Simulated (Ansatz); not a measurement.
Os under changes of volume

One of the cells (13.982 Å³/atom); the others are scaled copies at fixed shape and fractional positions:

```
Os
1.0
     2.73410    0.00000    0.00000
    -1.36705    2.36780    0.00000
     0.00000    0.00000    4.31970
Os
2
Direct
  0.66667 0.33333 0.75000
  0.33333 0.66667 0.25000
```

* Program: Ansatz 0.2.0
* Functional: PBE
* Potentials or basis: Ansatz PAW
* Cutoff: 420 eV (not typed: the program's choice for these potentials)
* k mesh: 11 × 11 × 6
* Occupations: fermi-dirac, width 0.05 eV
* Spin: no spin polarisation

```tsv
volume (Å³/atom)	energy over the lowest point (meV/atom)	pressure (GPa)
13.143	131.26	40.2
13.423	?	?
13.703	31.15	18.1
13.982	7.90	8.8
14.262	0.00	0.5
14.542	5.80	-6.9
14.821	23.83	-13.5
```

Task: What does the run at 13.423 Å³/atom give?

Result: Energy over the lowest point 71.58 meV/atom; pressure 28.5 GPa.

Worked out: A Birch-Murnaghan fit of order 3 (a polynomial in V^(-2/3)) to the other rows has its minimum at 14.28 Å³/atom with B0 = V·E''(V) = 398 GPa and B' = 4.7 at fixed shape and positions, which overstates the stiffness. It gives 71.58 meV/atom at 13.423 Å³/atom, against the run's 71.58, and -dE/dV = 28.4 GPa, against 28.5.

Energies are extrapolated to zero smearing.
